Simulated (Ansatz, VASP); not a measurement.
One calculation of AlH6, two programs

```
Al H
1.0
     0.00000    3.19228    3.19228
     3.19228    0.00000    3.19228
     3.19228    3.19228    0.00000
Al H
1 6
Direct
  0.00000 0.00000 0.00000
  0.50000 0.50000 0.00000
  0.50000 0.00000 0.50000
  0.00000 0.00000 0.50000
  0.00000 0.50000 0.00000
  0.00000 0.50000 0.50000
  0.50000 0.00000 0.00000
```

Change from the starting cell: species swapped into the Zn6Mo type (Fm-3m, No. 225).

Alike in both runs: task single point; functional PBE; k mesh 6 × 6 × 6; occupations gaussian, width 0.1 eV; no spin polarisation.

```csv
,VASP,Ansatz
version,VASP 6.6.1,Ansatz 0.2.0
potentials or method,"VASP PAW PBE potentials, release 64 (Al, H)","scalar-relativistic, plane waves, PAW"
plane-wave cutoff (eV),520,420
valence electrons in the cell,9,9
```

|  | VASP | Ansatz | Ansatz less VASP |
| --- | --- | --- | --- |
| gap on the k mesh at the Fermi level (eV) | none | none | - |
| pressure (GPa) | -19.0 | -18.8 | +0.12 |

A gap of «none» marks a metal or a gap that the smearing closes. With one functional, cell and mesh, what is left measures potentials, basis and numerics.

Caveats: so large a pressure means that the cell lies far from this level's equilibrium, or that cutoff or potentials fall short (VASP).
